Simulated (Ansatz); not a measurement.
# InSe: the cost of one run

Program: Ansatz 0.2.0. Level of theory: DFT PBE, scalar-relativistic. These are calculated values, not measurements.

## Step 1: The structure to begin with

The structure is monoclinic, space group C2/m (No. 12). Conventional cell: a = 11.736 Å, b = 4.110 Å, c = 4.610 Å, α = 90.00°, β = 110.30°, γ = 90.00°. In (site symmetry m) is surrounded by 3 Se at 2.58 to 2.78 Å and 1 In at 2.74 Å. Se (site symmetry m) has 3 In at 2.58 to 2.78 Å as nearest neighbours.

As a file:

```cif
data_structure
_symmetry_space_group_name_H-M 'C2/m'
_symmetry_Int_Tables_number 12
_cell_length_a 11.7358
_cell_length_b 4.1100
_cell_length_c 4.6100
_cell_angle_alpha 90.000
_cell_angle_beta 110.301
_cell_angle_gamma 90.000
_cell_volume 208.55
loop_
_atom_site_label
_atom_site_type_symbol
_atom_site_symmetry_multiplicity
_atom_site_Wyckoff_symbol
_atom_site_fract_x
_atom_site_fract_y
_atom_site_fract_z
_atom_site_occupancy
In1 In 4 i 0.38400 0.50000 0.00500 1
Se1 Se 4 i 0.16000 0.50000 0.64200 1
```

The file gives the conventional cell by its symmetry; the runs use the cell typed in the input.

Atoms are numbered in the order of the input: In1, In2, Se3, Se4.

## Step 2: The deformed structure

Space group C2/m before, P-1 after.

## Step 3: LAPW, all electrons

input.yaml reads:

```yaml
crystal:
  lattice:
    - [5.8576276766, -2.0256604866, 0.0190645134]
    - [5.8781776766, 2.0843395134, 0.0396145134]
    - [-1.5777974142, 0.0136212036, 4.3156593279]
  atoms:
    - { symbol: In, position: [0.884, 0.884, 0.005] }
    - { symbol: In, position: [0.116, 0.116, 0.995] }
    - { symbol: Se, position: [0.66, 0.66, 0.642] }
    - { symbol: Se, position: [0.34, 0.34, 0.358] }
kpoints:
  mp_grid: { grid: [7, 7, 6] }
  band_path:
    path:
      - [0.0, 0.0, 0.0]
      - [0.0, 0.0, -0.5]
      - [0.0, -0.5, 0.0]
      - [0.0, 0.0, 0.0]
      - [-0.5, -0.5, 0.0]
      - [-0.5, 0.0, 0.5]
      - [0.0, 0.0, 0.0]
      - [-0.5, 0.0, 0.0]
      - [-0.5, -0.5, 0.5]
    npoints: 5
scf:
  occupations: { method: fermi_dirac, width: 0.02 }
hamiltonian:
  xc: pbe
  pseudopotentials: { kind: all_electron, lapw: { basis_error: 0.0005 } }
output:
  forces: true
  stress: true
  eigenvalues: true
```

Started as:

```bash
ansatz run input.yaml --threads 1 --pin off --max-ram 4096MiB --backend cpu --events-out ev --progress --plain --runs-dir out
```

**Question.** How long does this run take on 1 thread of Intel Xeon 6975P-C (Granite Rapids), shared host, and how much memory does it need?

About 2 min, with a peak of 1.6 GiB.
